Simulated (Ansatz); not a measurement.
# KF (Fm-3m): exact exchange against the cheap answer (a further series), part 2 of 3

How far do hybrid functionals move KF (Fm-3m) from its cheap description, and at what price?

Ansatz 0.2.0; DFT at several levels, plane waves, PAW. Earlier steps stand in the parts before.

## Step 3: PBE0

The input, input.yaml:

```yaml
crystal:
  lattice:
    - [0.0, 2.6734993184, 2.6734993184]
    - [2.6734993184, 0.0, 2.6734993184]
    - [2.6734993184, 2.6734993184, 0.0]
  atoms:
    - { symbol: K, position: [0.0, 0.0, 0.0] }
    - { symbol: F, position: [0.5, 0.5, 0.5] }
basis:
  ecutwfc: 420
  ecutrho_ratio: 4
kpoints:
  mp_grid: { grid: [4, 4, 4] }
hamiltonian:
  xc: pbe0
scf:
  occupations: { method: gaussian, width: 0.05 }
  n_extra_bands: 9
output:
  forces: true
  stress: true
  eigenvalues: true
  populations: true
  dos: { projected: true, de: 0.02 }
```

On the command line:

```
$ ansatz run input.yaml --threads 4 --pin off --max-ram 8192MiB --backend cpu --events-out ev --progress --plain --runs-dir out
```

Log:

```text
Warning: output.stress: scf.convergence.dr2_threshold = 1e-7 eV (the SCF's general default) is looser than the 2e-10 eV advised for a printed stress (1e-10 eV for each atom of the cell: 2). What an SCF threshold leaves in a stress goes as its square root, and in the free energy as the threshold itself, and one threshold admits the most on a small cell: of the crystals measured, under no hybrid functional and no lock of the moments, on runs that ended without the residual-converged pass, on stresses that held no estimate of that error, the worst erred by over 100 MPa in a component at 1e-7 eV an atom and by under 5 at 1e-10. Set scf.convergence.dr2_threshold to 2e-10 eV or tighter. The threshold is an SCF's pass mark: one that does not reach it within its budget of iterations ends unconverged, or closes short of it on a stop that the run arms, and scf.convergence.dr2_threshold's page says what that costs each kind of run
Warning: output.stress: scf.exx.energy_threshold = 1e-6 eV is looser than the 2e-8 eV advised for a stress under a hybrid functional (1e-8 eV for each atom of the cell: 2). Every SCF of the exchange loop can meet its threshold on dr2 while the loop round them stops early: no threshold on dr2 bounds what that leaves in the stress. Set scf.exx.energy_threshold to 2e-8 eV or tighter. The threshold is the loop's pass mark: a loop that does not reach it within its budget of cycles ends unconverged, and scf.exx.energy_threshold's page has the law
Warning: RAYON_NUM_THREADS=4 ignored (pool sized by the plan → 4); use --threads N
scf.n_extra_bands = 9 over 8 filled bands (N_el = 16.0): the run solves 17 bands
Engine: ansatz 0.2.0, aarch64-unknown-linux-gnu
Pseudopotentials: kind: paw
Pseudopotential: K, paw, valence charge 9, recommended cutoff 420 eV (normal), K.paw.azcp
Pseudopotential: F, paw, valence charge 7, recommended cutoff 420 eV (normal), F.paw.azcp
Functional definition: PBE0
  parameter a = 0.25
  parameter kappa = 0.804
  parameter beta = 0.06672455060314922
  exchange = (1 - a)*pbe_x(kappa = kappa, mu = beta*pi^2/3) + a*exact_x
  correlation = pbe_c(beta = beta)
Crystal: 2 atoms, lattice volume = 38.218 Å³
Basis set: ecut = 420 eV, 725 PW (Γ), exchange–correlation on 54×54×54 points (8 copies of the dense FFT grid, shifted against one another)
Bands: 17, of which v1, the nominal top of the filled ones, is band 8 counted from 1 (7 counted from 0)
Symmetry: 48 space group operations
Space group: Fm-3m (ITA 225), of the structure as read, at distance tolerance 3.4e-5 Å
k-points: 8 of 64
Non-local potential: K, projectors of the file, l = 0: 3, l = 1: 2, l = 2: 2
Non-local potential: F, projectors of the file, l = 0: 2, l = 1: 2, l = 2: 1
PAW form: soft (Blöchl's): semilocal exchange-correlation on the pseudo side does not see the compensation charge
PAW frozen core: K, regenerated for the run's functional, and the local potential with it (the file was generated under x = pbe(κ = 0.804, μ = 0.2195149727645171), c = pbe(β = 0.06672455060314922))
PAW frozen core: F, regenerated for the run's functional, and the local potential with it (the file was generated under x = pbe(κ = 0.804, μ = 0.2195149727645171), c = pbe(β = 0.06672455060314922))
PAW one-centre angular grid: K, 110 points (default); XC on 64 Gauss nodes
PAW one-centre angular grid: F, 110 points (default); XC on 64 Gauss nodes
Initial density: superposition of atomic densities (neutral atoms: chi_scale 0, normalization atom), corrected by the library's trained network
Initial wavefunctions: pseudopotential atomic-orbital guess
Functional: x = pbe(κ = 0.804, μ = 0.2195149727645171), c = pbe(β = 0.06672455060314922), warm-up for x = 0.75 pbe(κ = 0.804, μ = 0.2195149727645171) + 0.25 exact, c = pbe(β = 0.06672455060314922)
SCF iter   1: F=—  HF=-2348.796004 eV  |F-HF|=—  |Δ(HF+E_count)|=         —  Δρ=6.50e-4  dr2=1.04e-4  ethr=1.77e-3  ⟨swp⟩=2.1  Hψ=965  notcnv=0
preconditioner: auto → none  [insulator: Δε(μ)=6.168 eV  Ē_g=20.742 eV  σ=0.050 eV  W_gap=1.00  n_scr=14 (ndim 8)  ℏωp=22.5 eV  f_vac=0.124  D(μ)=0.00/eV (n_scr^D=0)]
SCF iter   2: F=-2348.796170 eV  HF=-2348.796132 eV  |F-HF|=3.80e-5  |Δ(HF+E_count)|=   1.28e-4  Δρ=3.79e-4  dr2=2.30e-5  ethr=6.50e-7  ⟨swp⟩=3.2  Hψ=258  notcnv=0
SCF 1 stopped early in 2 iterations: F = -2348.796170 eV  dr2 = 2.30e-5
Initial density: handed on by an earlier stage of this run
Initial wavefunctions: those handed on with the density
Functional: x = 0.75 pbe(κ = 0.804, μ = 0.2195149727645171) + 0.25 exact, c = pbe(β = 0.06672455060314922)
Frozen-core exchange: fock
SCF iter   1: F=—  HF=-2349.839428 eV  |F-HF|=—  |Δ(HF+E_count)|=         —  Δρ=7.40e-3  dr2=2.58e-2  ethr=1.44e-6  ⟨swp⟩=6.6  Hψ=645  notcnv=0
preconditioner: auto → none  [insulator: Δε(μ)=9.142 eV  Ē_g=24.386 eV  σ=0.050 eV  W_gap=1.00  n_scr=14 (ndim 8)  ℏωp=22.5 eV  f_vac=0.122  D(μ)=0.00/eV (n_scr^D=0)]
SCF iter   2: F=—  HF=-2349.832564 eV  |F-HF|=—  |Δ(HF+E_count)|=   6.86e-3  Δρ=5.53e-3  dr2=4.32e-3  ethr=1.44e-6  ⟨swp⟩=4.0  Hψ=411  notcnv=0
SCF iter   3: F=—  HF=-2349.835468 eV  |F-HF|=—  |Δ(HF+E_count)|=   2.90e-3  Δρ=1.93e-3  dr2=1.00e-3  ethr=1.44e-6  ⟨swp⟩=4.0  Hψ=292  notcnv=0
SCF iter   4: F=—  HF=-2349.835131 eV  |F-HF|=—  |Δ(HF+E_count)|=   3.37e-4  Δρ=8.24e-4  dr2=2.01e-4  ethr=1.44e-6  ⟨swp⟩=2.5  Hψ=208  notcnv=0
SCF iter   5: F=—  HF=-2349.835347 eV  |F-HF|=—  |Δ(HF+E_count)|=   2.16e-4  Δρ=6.00e-4  dr2=1.10e-4  ethr=8.75e-7  ⟨swp⟩=3.1  Hψ=235  notcnv=0
iter 6 solved again at ethr=2.82e-10 eV; its pass at ethr=6.04e-7 eV (dr2=4.52e-8 eV) is discarded
SCF iter   6: F=-2349.835317 eV  HF=-2349.835316 eV  |F-HF|=1.02e-6  |Δ(HF+E_count)|=   3.11e-5  Δρ=2.13e-5  dr2=1.50e-7  ethr=2.82e-10  ⟨swp⟩=4.9  Hψ=661  notcnv=0
SCF 2 stopped early in 6 iterations: F = -2349.835317 eV  dr2 = 1.50e-7
hybrid outer 1: dexx = +4.490e-3 eV, tail = 7.07e-6 eV
Frozen-core exchange: fock
SCF iter   1: F=—  HF=-2349.835468 eV  |F-HF|=—  |Δ(HF+E_count)|=         —  Δρ=6.26e-5  dr2=8.81e-7  ethr=2.21e-7  ⟨swp⟩=4.1  Hψ=349  notcnv=0
preconditioner: auto → none  [insulator: Δε(μ)=8.947 eV  Ē_g=24.270 eV  σ=0.050 eV  W_gap=1.00  n_scr=14 (ndim 8)  ℏωp=22.5 eV  f_vac=0.141  D(μ)=0.00/eV (n_scr^D=0)]
SCF iter   2: F=—  HF=-2349.835468 eV  |F-HF|=—  |Δ(HF+E_count)|=   2.57e-7  Δρ=1.94e-5  dr2=4.34e-8  ethr=4.98e-9  ⟨swp⟩=2.5  Hψ=205  notcnv=0
SCF iter   3: F=-2349.835468 eV  HF=-2349.835468 eV  |F-HF|=4.57e-9  |Δ(HF+E_count)|=   6.32e-8  Δρ=4.72e-6  dr2=5.22e-9  ethr=2.07e-10  ⟨swp⟩=3.6  Hψ=258  notcnv=0  defer=2
SCF 3 converged in 3 iterations: F = -2349.835468 eV  dr2 = 5.22e-9
  Residual-converged pass: ⟨swp⟩=3.0  Hψ=230  notcnv=0  max |occ|·‖R‖ = 2.3e-6 eV (tolerance 2.4e-6 eV)  dr2=5.32e-9  dr2_onsite=5.15e-10  max |Δocc| = 0.0e0
hybrid outer 2: dexx = +1.487e-7 eV, tail = 1.59e-8 eV, Δε = 1.86e-3 eV (about 9.24e-5 eV left of the loop's levels)
hybrid SCF converged: 2 outer / 9 inner (+2 warm-up), last move |dexx| = 1.49e-7 eV, tail = 1.59e-8 eV
Stability not checked: this state was not tested for a lower state beside it, because the functional holds exact exchange (a hybrid, or Hartree-Fock), whose exchange loop this test does not read (fock_operator; see scf.lower_state_search)
Free energy (F): -2349.835468 eV
Frozen-core exchange: fock
Harris-Foulkes:  -2349.835468 eV  (|F-HF|=4.57e-9)
Internal energy: -2349.835468 eV  (E = F + TS)
E sigma→0 (E₀):  -2349.835468 eV
Fermi energy:    3.917059 eV
--- Per-component energies (eV) ---
  E_band       = -164.334447
  E_kinetic    = 464.298236
  E_local      = -1114.092371  (includes V_loc(G=0)·N_el)
  E_nonlocal   = 84.644468
  E_hartree    = 403.047765
  E_xc         = -166.804535
  E_vxc        = -207.340185  (∫ρ·V_xc dr)
  E_exx        = -57.519975  (= α·E_x^exact, valence–valence)
  E_paw        = -975.796118  (= ΣΔE_a)
  E_vpaw       = -82.899849  (= ΣTr[D̂ρ^β])
  E_aug_tail   = 0.002057  (compensation charges beyond the density's cutoff)
  E_ewald      = -987.452390
  E_core_change = -0.162608  (= ΣΔE_core)
  E_smearing   = -0.000000  (= −TS)
  E_closure    = 0.000002  (closes the sum)
  Σ components = -2349.835468   (vs F -2349.835468, Δ=0.00e0)
--- Forces (eV/Å), atoms counted from 1 ---
  atom   1  K     -0.00000000     0.00000000    -0.00000000
  atom   2  F      0.00000000     0.00000000     0.00000000
  max |Σ_I F_I| component: 1.75e-29 eV/Å
--- Stress (GPa, compression-positive) ---
        0.360253       0.000000       0.000000
       -0.000000       0.360253      -0.000000
       -0.000000       0.000000       0.360253
  P = ⅓ Tr σ = 0.3603 GPa (3.603 kbar)
--- Band table (eV; the first three rows and the last of 8) ---
  k-point 0: bands = ["-28.1773", "-20.7583", "-10.0579", "-10.0579", "-10.0579", "-0.5562", "-0.5562", "-0.5562", "8.3900", "13.2655", "13.2655", "13.2655", "15.0794", "15.0794", "19.0250", "27.2058", "27.2058"]
  k-point 1: bands = ["-28.1273", "-20.8024", "-10.1966", "-10.0743", "-10.0743", "-0.9842", "-0.7376", "-0.7376", "9.9339", "12.5485", "14.0458", "14.0458", "15.6994", "15.6994", "21.0470", "23.4187", "24.1232"]
  k-point 2: bands = ["-28.0765", "-20.8475", "-10.3338", "-10.0903", "-10.0903", "-1.3458", "-0.9125", "-0.9125", "11.4471", "12.8897", "14.7836", "14.7836", "17.1738", "17.1738", "18.8918", "20.8198", "20.8198"]
  k-point 7: bands = ["-28.0522", "-20.8039", "-10.4645", "-10.4645", "-10.1430", "-0.9723", "-0.7096", "-0.7096", "12.1357", "12.1357", "13.8456", "16.1287", "17.0958", "17.5466", "18.7518", "18.7518", "21.0763"]
--- Löwdin populations: 2 sites ---
  site symbol       q [e]
     0      K      8.1278
     1      F      7.8044
  spilling = 0.004240 (of n_electrons = 16.000000)
```

It took 3.5 s on 4 threads of Arm Neoverse V1, shared host; peak memory 0.46 GiB.

Result: volume 19.109 Å³/atom, pressure 0.36 GPa, gap on the mesh 8.95 eV.

Counts of states by energy window, in eV from the valence-band top:

```
from  to  total  F 2p  K 4s
  -5  -4   0.00  0.00  0.00
  -4  -3   0.00  0.00  0.00
  -3  -2   0.00  0.00  0.00
  -2  -1   0.00  0.00  0.00
  -1   0   6.00  5.80  0.07
   0   1   0.00  0.00  0.00
   1   2   0.00  0.00  0.00
   2   3   0.00  0.00  0.00
   3   4   0.00  0.00  0.00
   4   5   0.00  0.00  0.00
   5   6   0.00  0.00  0.00
   6   7   0.00  0.00  0.00
   7   8   0.00  0.00  0.00
   8   9   0.00  0.00  0.00
   9  10   0.04  0.00  0.03
  10  11   0.23  0.01  0.19
  11  12   1.09  0.03  0.48
```

The projection uses the shells of the potentials' files: it has no valence p orbitals on K, nor d on K, so such weight is missing from the shares.

## Step 4: HSE06 form (fraction 0.45, screening 0.3 Å⁻¹)

input.yaml: that of step 3 with these lines changed.

```diff
@@ -14,3 +14,3 @@
 hamiltonian:
-  xc: pbe0
+  xc: { preset: hse06, exx: { coeff: 0.45, omega: 0.3 } }
 scf:
```

On the command line:

```
$ ansatz run input.yaml --threads 4 --pin off --max-ram 8192MiB --backend cpu --events-out ev --progress --plain --runs-dir out
```

Log:

```text
Warning: output.stress: scf.convergence.dr2_threshold = 1e-7 eV (the SCF's general default) is looser than the 2e-10 eV advised for a printed stress (1e-10 eV for each atom of the cell: 2). What an SCF threshold leaves in a stress goes as its square root, and in the free energy as the threshold itself, and one threshold admits the most on a small cell: of the crystals measured, under no hybrid functional and no lock of the moments, on runs that ended without the residual-converged pass, on stresses that held no estimate of that error, the worst erred by over 100 MPa in a component at 1e-7 eV an atom and by under 5 at 1e-10. Set scf.convergence.dr2_threshold to 2e-10 eV or tighter. The threshold is an SCF's pass mark: one that does not reach it within its budget of iterations ends unconverged, or closes short of it on a stop that the run arms, and scf.convergence.dr2_threshold's page says what that costs each kind of run
Warning: output.stress: scf.exx.energy_threshold = 1e-6 eV is looser than the 2e-8 eV advised for a stress under a hybrid functional (1e-8 eV for each atom of the cell: 2). Every SCF of the exchange loop can meet its threshold on dr2 while the loop round them stops early: no threshold on dr2 bounds what that leaves in the stress. Set scf.exx.energy_threshold to 2e-8 eV or tighter. The threshold is the loop's pass mark: a loop that does not reach it within its budget of cycles ends unconverged, and scf.exx.energy_threshold's page has the law
Warning: RAYON_NUM_THREADS=4 ignored (pool sized by the plan → 4); use --threads N
scf.n_extra_bands = 9 over 8 filled bands (N_el = 16.0): the run solves 17 bands
[... 4 set-up lines as earlier in the session ...]
Functional definition: unnamed
  parameter a_1 = 0.45
  parameter omega_1 = 0.3/angstrom
  exchange = pbe_x + (-a_1)*pbe_x_sr(omega_1) + a_1*exact_x_sr(omega_1)
  correlation = pbe_c
Crystal: 2 atoms, lattice volume = 38.218 Å³
Basis set: ecut = 420 eV, 725 PW (Γ), exchange–correlation on 54×54×54 points (8 copies of the dense FFT grid, shifted against one another)
Bands: 17, of which v1, the nominal top of the filled ones, is band 8 counted from 1 (7 counted from 0)
[... 2 set-up lines as earlier in the session ...]
k-points: 8 of 64
[... 9 set-up lines as earlier in the session ...]
Functional: x = pbe(κ = 0.804, μ = 0.2195149727645171), c = pbe(β = 0.06672455060314922), warm-up for x = pbe(κ = 0.804, μ = 0.2195149727645171) + 0.45 (exact − pbe) at short range (hse, ω = 0.3 Å⁻¹), c = pbe(β = 0.06672455060314922)
SCF iter   1: F=—  HF=-2348.795650 eV  |F-HF|=—  |Δ(HF+E_count)|=         —  Δρ=9.84e-4  dr2=2.45e-4  ethr=1.77e-3  ⟨swp⟩=2.1  Hψ=965  notcnv=0
preconditioner: auto → none  [insulator: Δε(μ)=6.167 eV  Ē_g=20.739 eV  σ=0.050 eV  W_gap=1.00  n_scr=14 (ndim 8)  ℏωp=22.5 eV  f_vac=0.124  D(μ)=0.00/eV (n_scr^D=0)]
SCF iter   2: F=-2348.795752 eV  HF=-2348.795723 eV  |F-HF|=2.86e-5  |Δ(HF+E_count)|=   7.24e-5  Δρ=4.54e-4  dr2=3.42e-5  ethr=1.53e-6  ⟨swp⟩=3.0  Hψ=257  notcnv=0
SCF 1 stopped early in 2 iterations: F = -2348.795752 eV  dr2 = 3.42e-5
[... 2 set-up lines as earlier in the session ...]
Functional: x = pbe(κ = 0.804, μ = 0.2195149727645171) + 0.45 (exact − pbe) at short range (hse, ω = 0.3 Å⁻¹), c = pbe(β = 0.06672455060314922)
Exchange kernel: α = 0.4500, screened, ω = 0.3000 Å⁻¹, Wigner–Seitz truncation, v(0) = 502.1295 eV·Å³, q-mesh 4×4×4, nearest image of the exchange supercell L = 15.12 Å, pair-density grid 18×18×18, without the augmentation charges, whose exchange is taken in its separable form by FFT convolution over the k-point mesh (sized by the pseudopotential files, 24×24×24 at the most), smooth part of the exact exchange by density-matrix convolution
Frozen-core exchange: fock
SCF iter   1: F=—  HF=-2350.022056 eV  |F-HF|=—  |Δ(HF+E_count)|=         —  Δρ=1.25e-2  dr2=7.35e-2  ethr=2.14e-6  ⟨swp⟩=6.2  Hψ=649  notcnv=0
preconditioner: auto → none  [insulator: Δε(μ)=9.645 eV  Ē_g=25.259 eV  σ=0.050 eV  W_gap=1.00  n_scr=14 (ndim 8)  ℏωp=22.5 eV  f_vac=0.122  D(μ)=0.00/eV (n_scr^D=0)]
SCF iter   2: F=—  HF=-2350.000032 eV  |F-HF|=—  |Δ(HF+E_count)|=   2.20e-2  Δρ=8.87e-3  dr2=1.09e-2  ethr=2.14e-6  ⟨swp⟩=4.2  Hψ=432  notcnv=0
SCF iter   3: F=—  HF=-2350.009256 eV  |F-HF|=—  |Δ(HF+E_count)|=   9.22e-3  Δρ=3.59e-3  dr2=2.71e-3  ethr=2.14e-6  ⟨swp⟩=3.4  Hψ=373  notcnv=0
SCF iter   4: F=—  HF=-2350.008139 eV  |F-HF|=—  |Δ(HF+E_count)|=   1.12e-3  Δρ=1.46e-3  dr2=6.29e-4  ethr=2.14e-6  ⟨swp⟩=3.0  Hψ=232  notcnv=0
SCF iter   5: F=—  HF=-2350.008744 eV  |F-HF|=—  |Δ(HF+E_count)|=   6.06e-4  Δρ=1.24e-3  dr2=4.51e-4  ethr=2.14e-6  ⟨swp⟩=3.4  Hψ=238  notcnv=0
iter 6 solved again at ethr=6.88e-10 eV; its pass at ethr=2.14e-6 eV (dr2=1.10e-7 eV) is discarded
SCF iter   6: F=-2350.008607 eV  HF=-2350.008611 eV  |F-HF|=3.98e-6  |Δ(HF+E_count)|=   1.33e-4  Δρ=3.14e-5  dr2=7.48e-7  ethr=6.88e-10  ⟨swp⟩=4.5  Hψ=651  notcnv=0  defer=2
SCF 2 stopped early in 6 iterations: F = -2350.008607 eV  dr2 = 7.48e-7
hybrid outer 1: dexx = +1.478e-2 eV, tail = 4.32e-5 eV
Exchange kernel: α = 0.4500, screened, ω = 0.3000 Å⁻¹, Wigner–Seitz truncation, v(0) = 502.1295 eV·Å³, q-mesh 4×4×4, nearest image of the exchange supercell L = 15.12 Å, pair-density grid 18×18×18, without the augmentation charges, whose exchange is taken in its separable form by FFT convolution over the k-point mesh (sized by the pseudopotential files, 24×24×24 at the most), smooth part of the exact exchange by density-matrix convolution
Frozen-core exchange: fock
SCF iter   1: F=—  HF=-2350.009135 eV  |F-HF|=—  |Δ(HF+E_count)|=         —  Δρ=1.76e-4  dr2=6.44e-6  ethr=1.35e-6  ⟨swp⟩=3.6  Hψ=341  notcnv=0
preconditioner: auto → none  [insulator: Δε(μ)=9.327 eV  Ē_g=25.066 eV  σ=0.050 eV  W_gap=1.00  n_scr=14 (ndim 8)  ℏωp=22.5 eV  f_vac=0.160  D(μ)=0.00/eV (n_scr^D=0)]
SCF iter   2: F=—  HF=-2350.009133 eV  |F-HF|=—  |Δ(HF+E_count)|=   2.09e-6  Δρ=5.52e-5  dr2=3.53e-7  ethr=3.75e-8  ⟨swp⟩=2.9  Hψ=214  notcnv=0
SCF iter   3: F=—  HF=-2350.009134 eV  |F-HF|=—  |Δ(HF+E_count)|=   5.57e-7  Δρ=1.98e-5  dr2=9.93e-8  ethr=1.63e-9  ⟨swp⟩=3.6  Hψ=264  notcnv=0
SCF iter   4: F=-2350.009134 eV  HF=-2350.009134 eV  |F-HF|=1.32e-11  |Δ(HF+E_count)|=   3.21e-8  Δρ=6.73e-7  dr2=6.20e-10  ethr=5.63e-10  ⟨swp⟩=3.0  Hψ=249  notcnv=0
SCF 3 converged in 4 iterations: F = -2350.009134 eV  dr2 = 6.20e-10
  Residual-converged pass: ⟨swp⟩=2.8  Hψ=211  notcnv=0  max |occ|·‖R‖ = 2.4e-6 eV (tolerance 2.4e-6 eV)  dr2=6.15e-10  dr2_onsite=2.13e-11  max |Δocc| = 0.0e0
hybrid outer 2: dexx = +1.417e-6 eV, tail = 8.74e-8 eV, Δε = 5.04e-3 eV (about 2.30e-4 eV left of the loop's levels)
Exchange kernel: α = 0.4500, screened, ω = 0.3000 Å⁻¹, Wigner–Seitz truncation, v(0) = 502.1295 eV·Å³, q-mesh 4×4×4, nearest image of the exchange supercell L = 15.12 Å, pair-density grid 18×18×18, without the augmentation charges, whose exchange is taken in its separable form by FFT convolution over the k-point mesh (sized by the pseudopotential files, 24×24×24 at the most), smooth part of the exact exchange by density-matrix convolution
Frozen-core exchange: fock
SCF iter   1: F=—  HF=-2350.009135 eV  |F-HF|=—  |Δ(HF+E_count)|=         —  Δρ=7.49e-6  dr2=8.31e-9  ethr=2.73e-9  ⟨swp⟩=5.1  Hψ=379  notcnv=0
preconditioner: auto → none  [insulator: Δε(μ)=9.323 eV  Ē_g=25.065 eV  σ=0.050 eV  W_gap=1.00  n_scr=14 (ndim 8)  ℏωp=22.5 eV  f_vac=0.160  D(μ)=0.00/eV (n_scr^D=0)]
SCF iter   2: F=-2350.009135 eV  HF=-2350.009135 eV  |F-HF|=8.37e-11  |Δ(HF+E_count)|=   2.78e-9  Δρ=9.94e-7  dr2=3.42e-10  ethr=4.96e-11  ⟨swp⟩=3.0  Hψ=222  notcnv=0
SCF 4 converged in 2 iterations: F = -2350.009135 eV  dr2 = 3.42e-10
  Residual-converged pass: ⟨swp⟩=3.0  Hψ=209  notcnv=0  max |occ|·‖R‖ = 2.4e-6 eV (tolerance 2.4e-6 eV)  dr2=3.45e-10  dr2_onsite=3.31e-11  max |Δocc| = 0.0e0
hybrid outer 3: dexx = +2.744e-9 eV, tail = 9.60e-10 eV, Δε = 2.48e-4 eV (about 2.85e-5 eV left of the loop's levels), ΔF = 1.16e-29 eV/Å (tail 8.70e-30)
hybrid SCF converged: 3 outer / 12 inner (+2 warm-up), last move |dexx| = 2.74e-9 eV, tail = 9.60e-10 eV
Stability not checked: this state was not tested for a lower state beside it, because the functional holds exact exchange (a hybrid, or Hartree-Fock), whose exchange loop this test does not read (fock_operator; see scf.lower_state_search)
Free energy (F): -2350.009135 eV
Frozen-core exchange: fock
Harris-Foulkes:  -2350.009135 eV  (|F-HF|=8.37e-11)
Internal energy: -2350.009135 eV  (E = F + TS)
E sigma→0 (E₀):  -2350.009135 eV
Fermi energy:    3.497598 eV
--- Per-component energies (eV) ---
  E_band       = -178.568508
  E_kinetic    = 465.955158
  E_local      = -1115.568006  (includes V_loc(G=0)·N_el)
  E_nonlocal   = 83.497221
  E_hartree    = 404.546249
  E_xc         = -142.710716
  E_vxc        = -173.160024  (∫ρ·V_xc dr)
  E_exx        = -86.615723  (= α·E_x^exact, valence–valence)
  E_paw        = -971.358159  (= ΣΔE_a)
  E_vpaw       = -75.156346  (= ΣTr[D̂ρ^β])
  E_aug_tail   = 0.002048  (compensation charges beyond the density's cutoff)
  E_ewald      = -987.452390
  E_core_change = -0.304817  (= ΣΔE_core)
  E_smearing   = -0.000000  (= −TS)
  E_closure    = -0.000001  (closes the sum)
  Σ components = -2350.009135   (vs F -2350.009135, Δ=0.00e0)
--- Forces (eV/Å), atoms counted from 1 ---
  atom   1  K      0.00000000    -0.00000000     0.00000000
  atom   2  F      0.00000000    -0.00000000    -0.00000000
  max |Σ_I F_I| component: 3.52e-29 eV/Å
--- Stress (GPa, compression-positive) ---
       -0.292157      -0.000000       0.000000
       -0.000000      -0.292157       0.000000
        0.000000      -0.000000      -0.292157
  P = ⅓ Tr σ = -0.2922 GPa (-2.922 kbar)
--- Band table (eV; the first three rows and the last of 8) ---
  k-point 0: bands = ["-29.8431", "-22.5542", "-10.6895", "-10.6895", "-10.6895", "-1.1642", "-1.1642", "-1.1642", "8.1591", "13.2071", "13.2071", "13.2071", "15.1646", "15.1646", "18.7491", "27.3751", "27.3751"]
  k-point 1: bands = ["-29.7909", "-22.5992", "-10.8235", "-10.7027", "-10.7027", "-1.5657", "-1.3389", "-1.3389", "9.6985", "12.4127", "14.0273", "14.0273", "15.8104", "15.8104", "21.0676", "23.4327", "24.2326"]
  k-point 2: bands = ["-29.7378", "-22.6452", "-10.9566", "-10.7156", "-10.7156", "-1.9122", "-1.5082", "-1.5082", "11.2481", "12.6763", "14.8239", "14.8239", "17.4202", "17.4202", "19.0598", "20.6877", "20.6877"]
  k-point 7: bands = ["-29.7131", "-22.6040", "-11.0987", "-11.0987", "-10.7685", "-1.5674", "-1.2928", "-1.2928", "11.9639", "11.9639", "13.8495", "16.1708", "17.3236", "17.6156", "18.8234", "18.8234", "21.1974"]
--- Löwdin populations: 2 sites ---
  site symbol       q [e]
     0      K      8.1191
     1      F      7.8198
  spilling = 0.003822 (of n_electrons = 16.000000)
```

It took 3.4 s on 4 threads of Arm Neoverse V1, shared host; peak memory 0.47 GiB.

Read off: volume 19.109 Å³/atom, pressure -0.29 GPa, mesh gap 9.32 eV.

Counts of states by energy window, in eV from the valence-band top:

```
from  to  total  F 2p  K 4s
  -5  -4   0.00  0.00  0.00
  -4  -3   0.00  0.00  0.00
  -3  -2   0.00  0.00  0.00
  -2  -1   0.00  0.00  0.00
  -1   0   6.00  5.81  0.06
   0   1   0.00  0.00  0.00
   1   2   0.00  0.00  0.00
   2   3   0.00  0.00  0.00
   3   4   0.00  0.00  0.00
   4   5   0.00  0.00  0.00
   5   6   0.00  0.00  0.00
   6   7   0.00  0.00  0.00
   7   8   0.00  0.00  0.00
   8   9   0.00  0.00  0.00
   9  10   0.01  0.00  0.01
  10  11   0.13  0.00  0.10
  11  12   0.54  0.02  0.33
```

(Part 2 of 3 ends here.)
